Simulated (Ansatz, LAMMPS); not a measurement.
# Amorphous SiO2 (96 atoms), relaxed: functionals compared

Which bonds does the relaxation leave, and how do the Kohn-Sham gap, forces and pressure change with functional?

Calculated with Ansatz 0.2.0: Kohn-Sham DFT, PBE, PAW (set soft_2), plane waves; cutoff 420 eV, Γ point, fermi-dirac smearing of 0.025 eV.

**The cell**

Density at the start: 2.10 g/cm³. The cell holds 96 atoms: 32 Si and 64 O. Cell: a = 11.499 Å, b = 11.499 Å, c = 11.499 Å, α = 90.0°, β = 90.0°, γ = 90.0°. 96 atoms (32 Si, 64 O) placed at random at 2.1 g/cm³, melted at 5000 K for 10 ps at fixed volume with the Vashishta potential (Vashishta, Kalia, Rino and Ebbsjo, Phys. Rev. B 41, 12197 (1990)). Quenched from 5000 K to 300 K at 50 K/ps and fixed volume, held 5 ps, then minimised at fixed cell.

The atoms were relaxed with PBE. The walk converged after 17 steps, with a largest force component of 0.00899 eV/Å; it began at an r.m.s. force component of 0.73 eV/Å. The energy fell by 58.9 meV an atom.

The input of the reference single point:

```yaml
crystal:
  lattice:
    - [11.4986, 0.0, 0.0]
    - [0.0, 11.4986, 0.0]
    - [0.0, 0.0, 11.4986]
  atoms:
    - { symbol: Si, position: [0.96411, 0.46685, 0.75996] }
    - { symbol: Si, position: [0.40107, 0.83527, 0.91674] }
    - { symbol: Si, position: [0.44195, 0.36561, 0.02097] }
    - { symbol: Si, position: [0.45628, 0.14319, 0.17382] }
    [... 90 atom lines left out ...]
    - { symbol: O, position: [0.11224, 0.7848, 0.18512] }
    - { symbol: O, position: [0.81434, 0.11508, 0.15535] }
kpoints:
  mp_grid: { grid: [1, 1, 1] }
hamiltonian:
  xc: pbe
scf:
  occupations: { method: fermi_dirac, width: 0.025 }
output:
  forces: true
  stress: true
  populations: true
  dos:
    method: { smearing: { sigma: 0.08 } }
    de: 0.05
    projected: { site_lists: { O: [O], Si: [Si] } }
  eigenvalues: true
  write_density: true
  write_potential: true
  volumetric_format: npy
```

**Bonds after relaxation**

Bonds by pair of elements; cutoffs follow the first minimum of g(r), held within bounds set by covalent radii, and pairs that aren't listed don't count as bonded (cutoffs were set anew for this text, so counts can differ from the run's own analysis):

```csv
pair A-B,cutoff (Å),bonds,mean length (Å),spread (Å),shortest (Å),B about A,A about B
O-Si,2.16,128,1.64,0.035,1.54,2,4
```

How many atoms have how many bonded neighbours:

```
element  mean  1   2  3   4
      O     2  1  62  1   0
     Si     4  0   0  0  32
```

**Beside experiment**

**What experiment says.** A silica glass plate was measured by high-energy x-ray diffraction at 20 K and the Si-O distance was taken from the first PDF peak (“Polyhedral units and network connectivity in calcium aluminosilicate glasses from high-energy x-ray diffraction”, 2000, arxiv:cond-mat/0007490): nearest Si–O distance 1.61 Å; number of O about Si 4. The nearest silicon-silicon distance in amorphous silica was obtained by fitting a symmetric peak to the measured radial distribution (as quoted in “New insights into the origin of the first sharp diffraction peak in amorphous silica from an analysis of chemical and radial ordering”, 2024, arxiv:2403.10632): nearest Si–Si distance 3.08 Å; nearest O–O distance 2.63 Å. The mean Si-O-Si angle was obtained by reanalysing earlier high-energy photon diffraction data in combination with published neutron diffraction data on silica glass (“Bond angle distribution in amorphous germania and silica”, 1996, arxiv:chem-ph/9603004): Si–O–Si angle 148.3 °.

Calculation beside experiment:

```csv
quantity,measured,this cell,difference,method of the measurement
nearest Si–O distance,1.61 Å,1.64 Å,+1.7 %,"high-energy XRD, PDF Gaussian fit"
nearest Si–Si distance,3.08 Å,3.12 Å,+1.3 %,"diffraction, Gaussian radial peak fit"
nearest O–O distance,2.63 Å,2.67 Å,+1.5 %,"diffraction, Gaussian radial peak fit"
number of O about Si,4,4,+0.0 %,"high-energy XRD, PDF Gaussian fit"
Si–O–Si angle,148.3 °,143 °,-3.4 %,"x-ray and neutron diffraction, model fit"
```

The cell differs from the measured distances by up to 1.7 %, neighbour counts by up to 0.0 % and angles by up to 3.4 %. Distances of this cell are positions of the first main peak of g(r), or bond means where the peak is narrow; means over all bonds within a cutoff lie farther out for broad shells. The network comes from the model that made the cell; in DFT 0 of its 126 bonded pairs passed out of the cutoffs and 2 came within them. Our coordination numbers hang on a cutoff, and experiments count neighbours in their own ways.

**Levels of theory**

Single points at the relaxed geometry:

| functional | k-mesh | Kohn-Sham gap (eV) | pressure (GPa) | r.m.s. force component (eV/Å) | SCF cycles | time |
| --- | --- | --- | --- | --- | --- | --- |
| PBE | 1×1×1 | 2.780 | -0.91 | 0.003 | 9 | 10 s |
| HSE06 | 1×1×1 | 4.412 | -5.26 | 0.194 | 19 | 3 min |
| r2SCAN | 1×1×1 | 3.373 | -5.14 | 0.162 | 9 | 26 s |
| PBEsol | 1×1×1 | 2.761 | -3.05 | 0.062 | 9 | 10 s |

The gap is that between the highest filled and lowest empty Kohn-Sham level on the run's k-points. Cutoffs: 420 eV for PBE, HSE06 and PBEsol; 500 eV for r2SCAN. Times come from shared hosts and are rough.

**Findings**

By these cutoffs 97 % of O atoms have 2 and 100 % of Si atoms have 4 neighbours. The Kohn-Sham gap is 2.78 eV with PBE on the 1×1×1 mesh. On the 1×1×1 mesh HSE06 changes the gap by +1.63 eV against PBE. On the reference's mesh the gap changes with r2SCAN by +0.59 eV and PBEsol by -0.02 eV. Against the reference the pressure changes with HSE06 by -4.3 GPa, r2SCAN by -4.2 GPa and PBEsol by -2.1 GPa; a negative change means a smaller volume than PBE would take.

Limits: All single points share the geometry relaxed with PBE. The density was set when the cell was made, as one point of a scan, and needn't be that of the real material. One sample; tail or defect levels can set the gap of a disordered cell. The quench rate of 50 K/ps is many orders above laboratory rates, so the cell is likely richer in defects and strain than a real sample. The network of bonds at the start is that of the classical potential that made the cell, and needn't be the one that DFT or experiment would give. In some runs the program notes that the exchange-correlation potential is rough where the density is thin, the exchange threshold is loose for the stress and the SCF threshold is loose for the stress.

[Logs are printed without paths, hosts, clocks, repeated set-up lines and the standing remarks that a program may print on its own settings, such as how far it seeks lower states.]

[Hosts, paths, dates, database ids (printed as entryN), source tags and the programs' standing remarks are cut or masked in the printed files.]
